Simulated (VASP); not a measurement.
# ZrC (Fm-3m) in VASP: further runs

One crystal, ZrC, is run at these levels: PBE, LDA; tasks: electric field gradients.

All numbers are computed with VASP 6.6.1; they aren't measurements. Logs are shortened: lines on timing, memory, paths and dates and some standing lists are left out, and cuts for length are marked.

## 1. Starting point

The structure is cubic, space group Fm-3m (No. 225). Conventional cell: a = 4.700 Å, b = 4.700 Å, c = 4.700 Å, α = 90.00°, β = 90.00°, γ = 90.00°. Around Zr (site symmetry m-3m) lie 6 C at 2.35 Å. C (site symmetry m-3m) has 6 Zr at 2.35 Å as nearest neighbours.

## 2. Electric field gradients, PBE (atom 1 (Zr) moved by [0.141421, 0.141421, 0.0] A, PAW files)

The input, INCAR:

```
SYSTEM = ZrC
PREC     = Accurate       ! precision mode
ENCUT    = 520            ! plane-wave cutoff, eV
EDIFF    = 1E-8           ! SCF threshold, eV
ISMEAR   = -1             ! smearing method
SIGMA    = 0.05           ! smearing width, eV
LREAL    = .False.        ! projectors in reciprocal space
LASPH    = .True.         ! aspherical terms in the spheres
NELM     = 100            ! most SCF steps
ALGO     = Fast           ! electronic algorithm
ISIF     = 2              ! what is computed and relaxed
LWAVE    = .False.        ! write WAVECAR
LCHARG   = .False.        ! write CHGCAR
GGA      = PE             ! functional
LEFG     = .True.       
NBANDS   = 15             ! bands
```

The input, KPOINTS:

```
Automatic mesh
0
Gamma
  15 15 15
  0 0 0
```

The input, POSCAR:

```
ZrC
1.0
    0.0000000000      2.3502100000      2.3502100000
    2.3502100000      0.0000000000      2.3502100000
    2.3502100000      2.3502100000      0.0000000000
Zr C
1 1
Direct
    0.5000000000      0.5000000000      0.5601737717
    0.0000000000      0.0000000000      0.0000000000
```

Potentials or basis: VASP PAW PBE potentials, release 64 (Zr_sv, C).

Started as:

```sh
> cat potpaw_PBE.64/Zr_sv/POTCAR potpaw_PBE.64/C/POTCAR > POTCAR
> mpirun -np 1 vasp_std > vasp.out
```

OUTCAR:

```text
SYSTEM = ZrC
   PREC = Accurate
   ENCUT = 520
   EDIFF = 1E-8
   ISMEAR = -1
   LREAL = .False.
   LASPH = .True.
   NELM = 100
   ISIF = 2
   GGA = PE

 ion  position               nearest neighbor table
   1  0.500  0.500  0.560-   2 2.21   2 2.21   2 2.36   2 2.36   2 2.50   2 2.50
   2  0.000  0.000  0.000-   1 2.21   1 2.21   1 2.36   1 2.36   1 2.50   1 2.50

  LATTYP: Found a face centered cubic cell.
 ALAT       =     4.7004200000

  Lattice vectors:

 A1 = (   0.0000000000,   2.3502100000,   2.3502100000)
 A2 = (   2.3502100000,   0.0000000000,   2.3502100000)
 A3 = (   2.3502100000,   2.3502100000,   0.0000000000)

Analysis of symmetry for initial positions (statically):
=====================================================================
 Subroutine PRICEL returns:
 Original cell was already a primitive cell.

 Routine SETGRP: Setting up the symmetry group for a
 face centered cubic supercell.

 Subroutine GETGRP returns: Found  4 space group operations
 (whereof  4 operations were pure point group operations)
 out of a pool of 48 trial point group operations.

The static configuration has the point symmetry C_2v.

Analysis of symmetry for dynamics (positions and initial velocities):
=====================================================================
 Subroutine PRICEL returns:
 Original cell was already a primitive cell.

 Routine SETGRP: Setting up the symmetry group for a
 face centered cubic supercell.

 Subroutine GETGRP returns: Found  4 space group operations
 (whereof  4 operations were pure point group operations)
 out of a pool of 48 trial point group operations.

The dynamic configuration has the point symmetry C_2v.

 Subroutine INISYM returns: Found  4 space group operations
 (whereof  4 operations are pure point group operations),
 and found     1 'primitive' translations

----------------------------------------------------------------------------------------

                                     Primitive cell

  volume of cell :      25.9627

  direct lattice vectors                    reciprocal lattice vectors
     0.000000000  2.350210000  2.350210000    -0.212746946  0.212746946  0.212746946
     2.350210000  0.000000000  2.350210000     0.212746946 -0.212746946  0.212746946
     2.350210000  2.350210000  0.000000000     0.212746946  0.212746946 -0.212746946

  length of vectors
     3.323698856  3.323698856  3.323698856     0.368488520  0.368488520  0.368488520

  position of ions in fractional coordinates (direct lattice)
     0.500000000  0.500000000  0.560173772
     0.000000000  0.000000000  0.000000000

  ion indices of the primitive-cell ions
   primitive index   ion index
                 1           1
                 2           2

----------------------------------------------------------------------------------------

 KPOINTS: Automatic mesh

Automatic generation of k-mesh.
 Grid dimensions read from file:
 generate k-points for:   15   15   15

 Generating k-lattice:

  Cartesian coordinates                     Fractional coordinates (reciprocal lattice)
    -0.014183130  0.014183130  0.014183130     0.066666667  0.000000000  0.000000000
     0.014183130 -0.014183130  0.014183130     0.000000000  0.066666667  0.000000000
     0.014183130  0.014183130 -0.014183130     0.000000000  0.000000000  0.066666667

  Length of vectors
     0.024565901  0.024565901  0.024565901

  Shift w.r.t. Gamma in fractional coordinates (k-lattice)
     0.000000000  0.000000000  0.000000000

 Subroutine IBZKPT returns following result:
 ===========================================

 Found    512 irreducible k-points:

[... 34 lines left out ...]
   NGXF,Y,Z  is equivalent  to a cutoff of  28.01, 28.01, 28.01 a.u.
 SYSTEM =  ZrC
   PREC   = accura    normal or accurate (medium, high low for compatibility)
   ISTART =      0    job   : 0-new  1-cont  2-samecut
   ICHARG =      2    charge: 1-file 2-atom 10-const
   ISPIN  =      1    spin polarized calculation?
   LNONCOLLINEAR =      F non collinear calculations
   LSORBIT =      F    spin-orbit coupling
   LASPH  =      T    aspherical Exc in radial PAW
   ENCUT  =  520.0 eV  38.22 Ry    6.18 a.u.   6.18  6.18  6.18*2*pi/ulx,y,z
   NELM   =    100;   NELMIN=  2; NELMDL= -5     # of ELM steps
   EDIFF  = 0.1E-07   stopping-criterion for ELM
   LREAL  =      F    real-space projection
   EDIFFG = 0.1E-06   stopping-criterion for IOM
   NSW    =      0    number of steps for IOM
   IBRION =     -1    ionic relax: 0-MD 1-quasi-New 2-CG
   NFREE  =      0    steps in history (QN), initial steepest desc. (CG)
   ISIF   =      2    stress and relaxation
   ISYM   =      2    0-nonsym 1-usesym 2-fastsym
   POTIM  = 0.5000    time-step for ionic-motion
   TEBEG  =    0.0;   TEEND  =   0.0 temperature during run
   PSTRESS=    0.0 pullay stress
   NELECT =      16.0000    total number of electrons
   NUPDOWN=      -1.0000    fix difference up-down
   EMIN   =  10.00;   EMAX   =-10.00  energy-range for DOS
   EFERMI =   0.00;   METHOD = LEGACY
   ISMEAR =    -1;   SIGMA  =   0.05  broadening in eV -4-tet -1-fermi 0-gaus
   EFERMI_NEDOS =   21; number of points for ismear=-14 and -15
   IALGO  =     68    algorithm
   IMIX   =      4    mixing-type and parameters
     AMIX     =   0.40;   BMIX     =  1.00
     AMIX_MAG =   1.60;   BMIX_MAG =  1.00
  volume/ion in A,a.u.               =      12.98        87.60
  Fermi-wavevector in a.u.,A,eV,Ry     =   1.393151  2.632673 26.407131  1.940869
  Thomas-Fermi vector in A             =   2.516825
   LORBIT       =      0    0 simple, 1 ext, 2 COOP (PROOUT), +10 PAW based schemes
   GGA     = PE    functional components
   LHFCALC =     F    Hartree Fock is set to
   AEXX    =    0.0000 exact exchange contribution
   IVDW    =     0    specifies the selected vdW correction
   LEPSILON=     F    determine dielectric tensor
   LRPA    =     F    only Hartree local field effects (RPA)
 non-spin polarized calculation
 RMM-DIIS sequential band-by-band and
  energy-cutoff  :      520.00
  volume of cell :       25.96
 maximum number of plane-waves:       725
 NGX is ok and might be reduce to    28
   NGX = 13   NGY = 13   NGZ = 13

 number of electron      16.0000000 magnetization

 Free energy of the ion-electron system (eV)
  ---------------------------------------------------
  ext. energy  EPLUGINS =         0.00000000
  ---------------------------------------------------
  free energy    TOTEN  =       -19.32961416 eV

  energy without entropy =      -19.32857236  energy(sigma->0) =      -19.32909326

 E-fermi :   9.7500     XC(G=0): -12.1155

 val. band max:        9.7269078250   @ k =   0.0000   0.0667   0.0667
 cond. band min:       9.7619433055   @ k =   0.0000   0.2667   0.2667
 fundamental gap:      0.0350354805
 Fermi energy:         9.7500445211

 k-point     1 :       0.0000    0.0000    0.0000
  band No.  band energies     occupation
      1     -38.4894      2.00000
      2     -16.2102      2.00000
      3     -16.2093      2.00000
      4     -16.2092      2.00000
      5      -1.6530      2.00000
      6       9.4292      1.99674
      7       9.5330      1.97428
      8       9.8965      0.10145
      9      10.6828      0.00000
     10      11.5889      0.00000
     11      11.8499      0.00000
     12      12.8930      0.00000
     13      13.2764      0.00000
     14      16.8019      0.00000
[... 401 lines left out ...]
      2     -16.4704      2.00000
      3     -16.2549      2.00000
      4     -16.2369      2.00000
      5      -0.9182      2.00000
      6       7.4697      2.00000
      7       8.2845      2.00000
      8       8.7505      2.00000
      9      10.9636      0.00000
     10      12.1032      0.00000
     11      12.5361      0.00000
     12      14.7493      0.00000
     13      15.8294      0.00000
     14      18.4110      0.00000
     15      21.8808      0.00000

 [... further k-points ...]

------------------------ aborting loop because EDIFF is reached ----------------------------------------

  FORCE on cell =-STRESS in cart. coord.  units (eV):
  Direction    XX          YY          ZZ          XY          YZ          ZX
  --------------------------------------------------------------------------------------
  -------------------------------------------------------------------------------------
  Total        1.0449729      1.0449729      0.1056121     -0.2809365      0.0000000      0.0000000
  in kB       64.4860247     64.4860247      6.5173963    -17.3367914      0.0000000      0.0000000
  external PRESSURE =      45.1631486 kB  Pullay stress =       0.0000000 kB

 VOLUME and BASIS-vectors are now :
 -----------------------------------------------------------------------------
  energy-cutoff  :      520.00
  volume of cell :       25.96
      direct lattice vectors                 reciprocal lattice vectors
     0.000000000  2.350210000  2.350210000    -0.212746946  0.212746946  0.212746946
     2.350210000  0.000000000  2.350210000     0.212746946 -0.212746946  0.212746946
     2.350210000  2.350210000  0.000000000     0.212746946  0.212746946 -0.212746946

 POSITION                                       TOTAL-FORCE (eV/Angst)
 -----------------------------------------------------------------------------------
      2.49163      2.49163      2.35021        -0.934181     -0.934181     -0.000000
      0.00000      0.00000      0.00000         0.934181      0.934181      0.000000
 -----------------------------------------------------------------------------------
    total drift:                                0.000076      0.000076      0.000000

  FREE ENERGIE OF THE ION-ELECTRON SYSTEM (eV)
  ---------------------------------------------------
  free  energy   TOTEN  =       -19.3296141566 eV

  energy  without entropy=      -19.3285723573  energy(sigma->0) =      -19.32909326

 Electric field gradients (V/A^2)
---------------------------------------------------------------------
 ion       V_xx      V_yy      V_zz      V_xy      V_xz      V_yz
---------------------------------------------------------------------
   1      -8.611    -8.611    17.223    16.716    -0.000    -0.000
   2      -1.867    -1.867     3.735     3.881    -0.000    -0.000
---------------------------------------------------------------------

 Electric field gradients after diagonalization (V/A^2)
 (convention: |V_zz| > |V_xx| > |V_yy|)
----------------------------------------------------------------------
 ion       V_xx      V_yy      V_zz     asymmetry (V_yy - V_xx)/ V_zz
----------------------------------------------------------------------
   1      17.223     8.104   -25.327       0.360
   2       3.735     2.014    -5.749       0.299
----------------------------------------------------------------------

           NMR quadrupolar parameters

 Cq : quadrupolar parameter    Cq=e*Q*V_zz/h
 eta: asymmetry parameters     (V_yy - V_xx)/ V_zz
 Q  : nuclear electric quadrupole moment in mb (millibarn)
----------------------------------------------------------------------
 ion       Cq(MHz)       eta       Q (mb)
----------------------------------------------------------------------
   1      -0.061       0.360       1.000
   2      -0.014       0.299       1.000
----------------------------------------------------------------------
```

Run time: 3.4 min. Hardware: 1 thread of Intel Xeon 6975P-C (Granite Rapids), shared host; peak memory 0.32 GiB.

What came out:

```yaml
Free_energy: -19.3296 eV
Pressure: 4.5 GPa
Largest_force: 1.321 eV/Å
Band_gap_on_the_k_mesh: none (metal or under the smearing width)
```

Forces on the atoms (eV/Å):
```
Zr  -0.934 -0.934  0.000
C    0.934  0.934  0.000
```

Stress tensor (GPa, compression positive):
```
 6.45 -1.73  0.00
-1.73  6.45  0.00
 0.00  0.00  0.65
```

Electric field gradients, principal values (V/Å²):
```tsv
atom	Vxx	Vyy	Vzz
1 Zr	8.104	17.223	-25.327
2 C	2.014	3.735	-5.749
```

Caveat: forces of over 1 eV/Å show positions far from the minimum, so gaps and moduli don't describe the material at rest.

(Part 1 of 3 ends here.)
